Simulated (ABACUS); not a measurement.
Crystal: PtS2.

```xyz
3
Lattice="3.5432 0.0000 0.0000 -1.7716 3.0685 0.0000 0.0000 0.0000 5.0388" Properties=species:S:1:pos:R:3 pbc="T T T"
Pt    0.0000    0.0000    0.0000
S     1.7716    1.0228    3.8950
S     0.0000    2.0457    1.1438
```

Base run:

```yaml
Program: ABACUS 3.10.1
Functional: PBEsol
Potentials_or_basis: PseudoDojo NC SR 0.4 PBEsol stringent
Cutoff: 1143 eV
Density_cutoff: 4572 eV
Basis: plane waves
k_mesh: 7 × 7 × 4
Occupations: fermi-dirac, width 0.05 eV
Spin: no spin polarisation
```

Its results: band gap on the k mesh 0.76 eV, indirect (least direct gap 0.93 eV); pressure 6.2 GPa; largest force 0.937 eV/Å.

Question: The run is repeated on the same cell with these changes: functional from PBEsol to LDA-PW92; potentials or basis from PseudoDojo NC SR 0.4 PBEsol stringent to PseudoDojo NC SR 0.4.1 LDA standard. What comes out?

Answer: Band gap on the k mesh 0.72 eV, indirect (least direct gap 0.88 eV); pressure 3.4 GPa; largest force 0.786 eV/Å.

Caveats: spin-orbit coupling is left out, which moves the levels of the heavy elements; an odd mesh through Γ misses points on the zone boundary, where band edges often lie.

Not every run made on this cell is shown here.
